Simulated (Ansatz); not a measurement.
This Ansatz input for rocksalt-structured ZrN was spoiled on purpose:

```yaml
crystal:
  lattice:
    - [0.0, 2.2758239707, 2.2758239707]
    - [2.2758239707, 0.0, 2.2758239707]
    - [2.2758239707, 2.2758239707, 0.0]
  atoms:
    - { symbol: Zr, position: [0.5, 0.5, 0.5] }
    - { symbol: "N", position: [0.0, 0.0, 0.0] }
basis:
  ecutwfc: 420
  ecutrho_ratio: 4
kpoints:
  mp_grid: { grid: [12, 12, 12] }
  KSPACING: 400
hamiltonian:
  xc: pbesol
scf:
  occupations: { method: gaussian, width: 0.05 }
  max_iter: 75
output:
  forces: true
  stress: true
```

Launched as:
```sh
ansatz run input.yaml --threads 4 --pin off --max-ram 4096MiB --backend cpu --events-out ev --progress --plain --runs-dir out
```

**Question.** What is wrong with it?

**Answer.** A keyword of another program. Against the sound input: kpoints.KSPACING: 400 (the cap on iterations is only a precaution).

What the program printed:

```
Error: YAML parse error: error: line 14 column 3: unknown field `KSPACING`, expected one of mp_grid, list, band_path, initial_grid, further_shifts
  --> <input>:14:3
   |
```

The input was refused before any iteration.  The run before the change (PBEsol, 420 eV, 12×12×12 mesh) gave:

| run | P (GPa) | gap on the mesh (eV) | cell moment (μB) | largest force component (eV/Å) |
| --- | --- | --- | --- | --- |
| sound | 0.0 | metal | – | 0.000 |

The start was a prototype's sites filled with these elements; the Crystallography Open Database holds the compound in this structure.

Of that run: The cell is a metal with an odd number of electrons, and spin polarisation wasn't tried.
